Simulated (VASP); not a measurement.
# Ni₃Si: relaxation with set parts of the cell free, by free to move

Ni₃Si, P1 (no. 1), 4 atoms in the cell. PBE, constrained relaxation; PAW potentials Ni, Si (PBE set).

| Free to move | Volume (Å³/atom) | Pressure in a fresh run at the final cell (GPa) | Pressure printed at the end of the relaxation (GPa) | Ionic steps, all stages | Electronic steps, all stages | Time (s) |
|---|---|---|---|---|---|---|
| atoms | 11.289 | -9.20 | -9.20 | 9 | 89 | 132 |
| atoms, shape and volume | 10.753 | 0.06 | 0.00 | 15 | 144 | 220 |
| atoms and shape at fixed volume | 11.289 | -9.24 | -9.24 | 13 | 113 | 180 |
| shape alone | 11.289 | -8.96 | -8.98 | 9 | 87 | 129 |
| shape and volume | 10.769 | -0.01 | -0.04 | 15 | 139 | 209 |
| volume alone | 10.773 | 0.02 | -0.11 | 7 | 84 | 129 |
| atoms and volume | 10.755 | 0.07 | -0.05 | 17 | 148 | 226 |
| atoms and the z components of the lattice | 10.931 | -3.19 | -3.19 | 19 | 152 | 245 |
| atoms and the x and y components of the lattice | 10.817 | -1.15 | -0.96 | 12 | 119 | 191 |
| atoms and the y and z components of the lattice | 10.816 | -1.13 | -1.15 | 19 | 161 | 256 |

Limits: the start was distorted on purpose (random strain, atoms moved at random), so the space group given is the start's and not the crystal's.

## Input of the first row

INCAR.step1:
```
SYSTEM = SiNi3
PREC = Accurate
ENCUT = 350
EDIFF = 1E-6
ISMEAR = 1
SIGMA = 0.1
LREAL = .False.
LASPH = .True.
NELM = 100
ALGO = Normal
LWAVE = .False.
LCHARG = .False.
ISPIN = 2
MAGMOM = 1 1 1 0
LMAXMIX = 4
IBRION = 2
NSW = 80
ISIF = 2
EDIFFG = -0.01
POTIM = 0.5
ISYM = 0
KPAR = 8
```

INCAR.step3, as INCAR.step1 but for:
```
- IBRION = 2
- NSW = 80
- EDIFFG = -0.01
- POTIM = 0.5
+ NSW = 0
```

KPOINTS:
```
k-points
0
Gamma
  7 7 7
```

POSCAR.step1:
```
SiNi3
1.0
    3.5542410000     -0.0085280000     -0.0036570000
   -0.0085280000      3.5740680000      0.0181970000
   -0.0036570000      0.0181970000      3.5549130000
Ni Si
3 1
Direct
    0.5084200000      0.5030970000     -0.0011940000
    0.4869200000      0.0041890000      0.5003180000
   -0.0030890000      0.4999610000      0.4992510000
    0.0077490000     -0.0072460000      0.0016260000
```

POSCAR.step3:
```
SiNi3
1.0
    3.5542410000     -0.0085280000     -0.0036570000
   -0.0085280000      3.5740680000      0.0181970000
   -0.0036570000      0.0181970000      3.5549130000
Ni Si
3 1
Direct
    0.5000237705      0.4999332395      0.0000533710
    0.5000027859      0.0000458747      0.5000394555
    0.0000139913      0.5000074985      0.5000314381
    0.9999594523      0.0000143873      0.9998767354
```

Commands (each step's output is kept before the next begins):
```
cat potpaw_PBE.64/Ni/POTCAR potpaw_PBE.64/Si/POTCAR > POTCAR
cp INCAR.step1 INCAR
cp POSCAR.step1 POSCAR
mpirun -np 8 vasp_std > vasp.out
cp CONTCAR POSCAR
mpirun -np 8 vasp_std > vasp.out
cp CONTCAR POSCAR
cp INCAR.step3 INCAR
cp POSCAR.step3 POSCAR
mpirun -np 8 vasp_std > vasp.out
```

Changes of the last row against the first:
```
- ISIF = 2
+ ISIF = 3
+ LATTICE_CONSTRAINTS = .FALSE. .TRUE. .TRUE.
```

VASP 6.6.1 took 132 s on 8 cores (AMD EPYC 7R13 (Zen 3)), a shared host.
